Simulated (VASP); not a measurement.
VASP inputs for CaO (strained rocksalt)

INCAR

```
ALGO = Normal
ISMEAR = 0
METAGGA = R2SCAN
NELM = 120
LWAVE = .FALSE.
LASPH = .TRUE.
NSW = 0
PREC = Accurate
EDIFF = 1E-7
NBANDS = 15
IBRION = -1
LREAL = .FALSE.
SIGMA = 0.01
LCHARG = .FALSE.
ISIF = 2
ENCUT = 520
```

KPOINTS

```
KPOINTS created by Atomic Simulation Environment
0
Gamma
10 10 10
0 0 0
```

KPOINTS_OPT

```
special points
7
Reciprocal
0.0000000000 0.0000000000 0.0000000000 1
0.5000000000 0.0000000000 0.5000000000 1
0.6250000000 0.2500000000 0.6250000000 1
0.3750000000 0.3750000000 0.7500000000 1
0.5000000000 0.5000000000 0.5000000000 1
0.5000000000 0.2500000000 0.7500000000 1
0.0000000000 0.5000000000 0.5000000000 1
```

POSCAR

```
Ca O
 1.0000000000000000
     0.0000000000000000    2.4215256147000002    2.4215256147000002
     2.4215256147000002    0.0000000000000000    2.4215256147000002
     2.4215256147000002    2.4215256147000002    0.0000000000000000
 Ca  O
   1   1
Cartesian
  0.0000000000000000  0.0000000000000000  0.0000000000000000
  2.4215256147000002  2.4215256147000002  2.4215256147000002
```

VASP ran with the recommended PBE PAW datasets (16 valence electrons in the cell).

Q: Estimate the main results of this run.

A: gap between bands v and c 4.19 eV; least direct gap 4.57 eV; pressure -2.3 GPa.

Band v is the last that the valence electrons fill when counted band by band, and c is the next. Levels in eV from the top of v:

```json
{"point": "Γ", "v−1": "0.00", "v": "0.00", "c": "5.24", "c+1": "6.79"}
{"point": "X", "v−1": "-0.38", "v": "-0.38", "c": "4.19", "c+1": "8.59"}
{"point": "K", "v−1": "-1.20", "v": "-0.76", "c": "5.67", "c+1": "8.55"}
{"point": "L", "v−1": "-1.15", "v": "-1.15", "c": "7.59", "c+1": "8.92"}
{"point": "W", "v−1": "-1.04", "v": "-1.04", "c": "6.86", "c+1": "6.86"}
```
